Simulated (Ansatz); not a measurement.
An element in the bcc structure gives these cold pressures by all-electron LAPW under PBE (Ansatz 0.2.0, scalar-relativistic, no spin polarisation).

```
V (Å³/atom)  P (GPa)
       6.15    -0.09
       5.41     38.0
       4.80     92.7
       4.18    184.2
       3.57    344.2
       3.08    566.6
       2.64    893.7
```

Question: Which element is it?

Answer: B. Its zero-pressure volume in this structure is near 6.2 Å³/atom; the volume and the steepness of P(V) together point to it, though neighbours can come close. Neighbours weren't tried against these numbers.
